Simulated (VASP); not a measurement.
A run of VASP 6.6.1:

File INCAR:

```
PREC = Accurate
ENCUT = 600
EDIFF = 1E-6
ISMEAR = -1
SIGMA = 0.05
LREAL = F
LASPH = T
NELM = 100
ALGO = Normal
ISIF = 3
LWAVE = F
LCHARG = F
GGA = PS
IVDW = 13
IBRION = 2
NSW = 60
EDIFFG = -0.01
```

File KPOINTS:

```
Automatic mesh
0
Gamma
  8 8 8
```

The input POSCAR:

```
GaSb
1.0
    0.0000000000      3.0590000000      3.0590000000
    3.0590000000      0.0000000000      3.0590000000
    3.0590000000      3.0590000000      0.0000000000
Sb Ga
1 1
Direct
    0.7500000000      0.7500000000      0.7500000000
    0.0000000000      0.0000000000      0.0000000000
```

Potentials or basis: VASP PAW PBE potentials, release 64 (Sb, Ga_d).

The run is started by

```bash
$ cat potpaw_PBE.64/Sb/POTCAR potpaw_PBE.64/Ga_d/POTCAR > POTCAR
$ mpirun -np 1 vasp_std > vasp.out
```

Hardware: 1 thread of AMD EPYC 7571, on a shared host.

Question: How long does it take, and how much memory?

Answer: Wall time 2.2 min on 1 thread of AMD EPYC 7571, on a shared host, peak memory 0.18 GiB. Counts: scf iterations 26, k points 29, ion steps 3.
